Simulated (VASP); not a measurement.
Mg, 18 atoms in the cell. The typed cell holds 18 atoms: a = 7.981 Å, b = 7.981 Å, c = 7.981 Å, α = 66.42°, β = 66.42°, γ = 66.42°. 

- Program: VASP 6.6.1
- Task: single point
- Functional: PBE
- Potentials or basis: VASP PAW PBE potentials, release 64 (Mg)
- Cutoff: 520 eV
- k mesh: 2 × 2 × 2, shifted
- Occupations: fermi-dirac, width 0.0689 eV
- Spin: no spin polarisation
- Dipole correction: no
- Further INCAR settings: LREAL = Auto; ALGO = Normal; EDIFF = 1e-06; NBANDS = 33

Potentials or basis: VASP PAW PBE potentials, release 64 (Mg).

Command:

```sh
$ cat potpaw_PBE.64/Mg/POTCAR > POTCAR
$ mpirun -np 1 vasp_std > vasp.out
```

Hardware: 1 thread of Intel(R) Xeon(R) 6975P-C (Granite Rapids), on a shared host.

Task: Estimate the wall time of this run.

Result: Wall time 36 s on 1 thread of Intel(R) Xeon(R) 6975P-C (Granite Rapids), on a shared host, peak memory 0.47 GiB. Counts: scf iterations 11, k points 4.
